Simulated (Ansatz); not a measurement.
**CdTe (rocksalt type): a single-point run**

Aim: a sound single-point run of CdTe (rocksalt type). The structure is shown as the input types it.

Computed with Ansatz 0.2.0 (DFT, r2SCAN, PAW with other files of Ansatz's library (core large), scalar-relativistic (as first typed), unless a step's input says otherwise).

## Step 1: The starting structure

Symmetry: Fm-3m, No. 225, cubic system. The conventional cell has a = 4.482 Å, b = 4.482 Å, c = 4.482 Å, α = 90.00°, β = 90.00°, γ = 90.00°. Around Cd (site symmetry m-3m) lie 6 Te at 2.24 Å. Te (site symmetry m-3m) is surrounded by 6 Cd at 2.24 Å.

As a file:

```
Cd Te
1.0
     0.00000    2.24106    2.24106
     2.24106    0.00000    2.24106
     2.24106    2.24106    0.00000
Cd Te
1 1
Direct
  0.00000 0.00000 0.00000
  0.50000 0.50000 0.50000
```

## Step 2: The run

Contents of input.yaml:

```yaml
crystal:
  lattice:
    - [0.0, 2.2410600432, 2.2410600432]
    - [2.2410600432, 0.0, 2.2410600432]
    - [2.2410600432, 2.2410600432, 0.0]
  atoms:
    - { symbol: Cd, position: [0.0, 0.0, 0.0] }
    - { symbol: Te, position: [0.5, 0.5, 0.5] }
kpoints:
  mp_grid: { grid: [13, 13, 13] }
scf:
  occupations: { method: fixed }
  max_iter: 50
hamiltonian:
  xc: r2scan
  pseudopotentials: { kind: paw, core: large }
output:
  forces: true
  stress: true
  eigenvalues: true
```

Launch:

```
> ansatz run input.yaml --threads 1 --pin off --max-ram 2048MiB --backend cpu --events-out ev --progress --plain --runs-dir out
```

Q: Will this input give a usable result? If not, why, and what should change?

This run ends as converged, with warnings (band overlap at count, datasets by core, metallic iterate). It gives a pressure of 434 GPa, which is large; a structure far from rest gives such values too, whatever the setting.

Look at the input: scf.occupations.method is fixed; scf.occupations.width is missing. The risk: fixed occupations where they can't hold. It still converged here, which does not make the setting sound.

Run again and compare: set scf.occupations.method to fermi_dirac and scf.occupations.width to 0.08.
